Q: I took bcc boron relaxed with PBE and changed only the functional, to LDA. No atom moved, yet the pressure changed about as much as when I stretch the crystal by 4% in volume. How can a new functional act like a stretch?

A: Put the two kinds of change side by side and ask what a pressure is.

Ansatz 0.2.0, scalar-relativistic DFT with frozen-core PAW and no spin polarisation, for bcc boron in a one-atom cell relaxed with PBE (6.14 Å³). The functional is PBE unless the row names another; plane-wave cutoff 420 eV (500 eV for r2SCAN), 18 × 18 × 18 k points, Fermi-Dirac smearing 0.08 eV. Pressure and stress are positive in compression.

```
                change from the base run  pressure (GPa)  stress xx (GPa)  stress zz (GPa)
                                    base            0.00             0.00             0.00
                   volume scaled by 0.96           10.32            10.32            10.32
                   volume scaled by 0.98            4.88             4.88             4.88
                   volume scaled by 1.02           -4.33            -4.33            -4.33
                   volume scaled by 1.04           -8.14            -8.14            -8.14
                          functional lda           -8.26            -8.26            -8.26
                       functional pbesol           -2.98            -2.98            -2.98
                       functional r2scan           -3.94            -3.94            -3.94
functional r2scan, volume scaled by 1.04          -11.81           -11.81           -11.81
```

A: Pressure is minus the slope of the energy E against the volume V:

P = −dE/dV

It is positive when the crystal pushes outward and negative when it pulls inward. A stretch moves you along one energy curve, while a new functional puts you on another curve at the same volume. Both change the slope that you read. The zero of the base run was arranged beforehand, since the cell was relaxed with PBE, and cubic symmetry makes stress xx and stress zz equal to the pressure.

Q: Then let me begin with volume alone. Why does 4% compression give 10.32 GPa, but 4% expansion only −8.14 GPa?

A: Because the crystal stiffens as it shrinks. Going from 0.96 to 0.98 of the base volume removes 5.44 GPa, whereas going from 1.02 to 1.04 removes only 3.81 GPa. Theory explains this by two opposing parts. Squeezing electrons into a smaller space raises their kinetic energy, roughly as 1/L² for a cell of edge L, while the electrostatic attraction that holds the crystal together gains only as 1/L. In the limit of strong compression the kinetic part must win, and even near balance each further squeeze meets more resistance. These two powers of L explain the direction of the asymmetry but not all of it: on their own they would make it smaller than it is in the table.

Q: Does the calculation itself show this squeezing?

A: It shows up in the occupied band width, the energy from the bottom of the lowest band to the Fermi level. For free electrons this width is a kinetic energy, so it should follow 1/L², and V grows as L³. Take the base width of 18.65 eV and compress the volume to 0.96:

width ∝ 1/L² ∝ V^(−2/3)
0.96^(−2/3) = 1.0276
18.65 eV × 1.0276 = 19.16 eV

The calculation gives 19.14 eV for that row, which had no part in the estimate.

Q: That is surprisingly good for boron, which is hardly a free-electron metal.

A: The scaling works for the change in width, and it does about as well for the other PBE volumes; the output printed below lists them. It fits the picture of electrons being confined, but it doesn't prove that they are free, since the hopping between neighbouring atoms that widens a covalent band grows at a similar rate. Nor does the width deliver the pressure, which is what remains when large outward and inward parts nearly cancel. That the kinetic part causes the stiffening is still an argument from theory.

Q: So LDA must narrow the band, as a stretch does?

A: Only slightly. LDA narrows it by 0.8%, while the 4% stretch, with nearly the same pressure, narrows it by 2.5%. The r2SCAN functional even widens the band by 7% at the base volume, and its pressure is negative all the same. Band width is therefore a useful gauge of confinement within one functional, but it can't explain the step from one functional to another.

Q: What does explain that step?

A: The way the energy difference between two functionals changes with volume:

P(r2SCAN) − P(PBE) = −d[E(r2SCAN) − E(PBE)]/dV

Stretching the cell by 4% costs 6.5 meV per atom with PBE and 12.3 meV with r2SCAN. Divided by the added volume, the extra cost is an average inward pull of 3.8 GPa, in agreement with the two pressure differences in the table. The agreement follows from the definition of pressure, so it checks the numbers rather than the theory. It also makes the main point plain: a constant energy difference, however large, would leave the pressure alone.

Q: Why, then, does LDA find stretching so much more costly than PBE?

A: Start from the limit of a perfectly uniform electron gas. There the density has no gradients, the gradient corrections in PBE vanish, and the two functionals agree. A crystal is uneven, and stretching it thins out the density between the atoms, so there the density changes by a larger fraction over one local electron wavelength, which is how PBE measures a gradient. For such uneven densities the gradient term in PBE's exchange lowers the energy by more than the one in its correlation raises it, and LDA has neither term. Seen from PBE, LDA therefore pulls inward. This is the standard argument; what the table shows is the sign and size of the result.

Q: By that argument a functional with a weaker gradient term should lie in between.

A: PBEsol is that case. Its gradient enhancement of exchange is weaker than PBE's, and its pressure lies 64% of the way from LDA to PBE. The r2SCAN functional also uses the kinetic energy density, so its place can't be guessed from gradient strength alone. I wouldn't lean on the order of these two, which differ by only 0.96 GPa. Every run with a functional other than PBE used PAW files, which represent the atomic cores, made with PBE, and the pressure error from that mismatch has not been measured.

Q: And the last row, where I changed the functional and the volume together?

A: There the two effects nearly add:

−3.94 GPa − 8.14 GPa = −12.08 GPa

The calculation gives −11.81 GPa, a departure of about 2% of the combined pressure. Put another way, the energy difference between r2SCAN and PBE is close to a straight line in volume over this range: its slope changes by only about 7%. Both r2SCAN runs used a plane-wave cutoff of 500 eV instead of the 420 eV of the other runs, and I would not read physics into so small a remainder.

Q: Suppose I want the stress in a strained film. What should I take from this?

A: Relax the unstrained cell with the same functional that will give you the stress. Here the PBE cell, handed to any of the other three functionals, carries an inward pull of roughly 3 to 8 GPa before any strain is applied. That pull would look just like a real stretch. The GPa values themselves belong to a hypothetical crystal, since boron's known phases at ordinary pressure are built from icosahedra.

Q: Can I use the table to guess where LDA would put its own zero?

A: Yes, if the LDA shift carries over to smaller cells as nearly unchanged as the r2SCAN shift does to the larger one. That is an assumption, as no LDA run at another volume tests it. Add the shift to the two compressed PBE rows:

volume 0.98: 4.88 GPa − 8.26 GPa = −3.38 GPa
volume 0.96: 10.32 GPa − 8.26 GPa = 2.06 GPa

The sign changes between them, so LDA should settle at a volume 2 to 4% below that of PBE.

Output of the analysis:

```
PBE pressure drop from volume 0.96 to 0.98 (GPa): 5.44
PBE pressure drop from volume 0.98 to 1.00 (GPa): 4.88
PBE pressure drop from volume 1.00 to 1.02 (GPa): 4.33
PBE pressure drop from volume 1.02 to 1.04 (GPa): 3.81
PBE bulk modulus from the two 2% changes (GPa): 230.3
size of pressure at 4% compression over that at 4% expansion (ratio): 1.268
Occupied band width and free-electron scaling from the base run:
                                       row  width in eV  change from base in %  free-electron change in %
                                      base        18.65                      0                          0
                     volume scaled by 0.96        19.14                  2.629                      2.759
                     volume scaled by 0.98        18.89                    1.3                      1.356
                     volume scaled by 1.02        18.41                  -1.28                     -1.311
                     volume scaled by 1.04        18.18                 -2.546                     -2.581
                            functional lda         18.5                -0.8329                          0
                         functional pbesol        18.64               -0.03297                          0
                         functional r2scan        20.01                  7.276                          0
  functional r2scan, volume scaled by 1.04        19.51                   4.61                     -2.581
LDA pressure over PBE pressure at 4% expansion (ratio): 1.015
part of the LDA to PBE pressure gap closed by PBEsol (%): 63.92
PBEsol pressure less r2SCAN pressure at base volume (GPa): 0.96
r2SCAN less PBE pressure at base volume (GPa): -3.94
r2SCAN less PBE pressure at volume 1.04 (GPa): -3.67
sum of the two single changes, r2SCAN and volume 1.04 (GPa): -12.08
computed combined change less that sum (GPa): 0.27
energy cost of 4% expansion with PBE (meV per atom): 6.504
energy cost of 4% expansion with r2SCAN (meV per atom): 12.34
mean r2SCAN less PBE pressure from these energies (GPa): -3.804
mean of the two r2SCAN less PBE pressures (GPa): -3.805
```
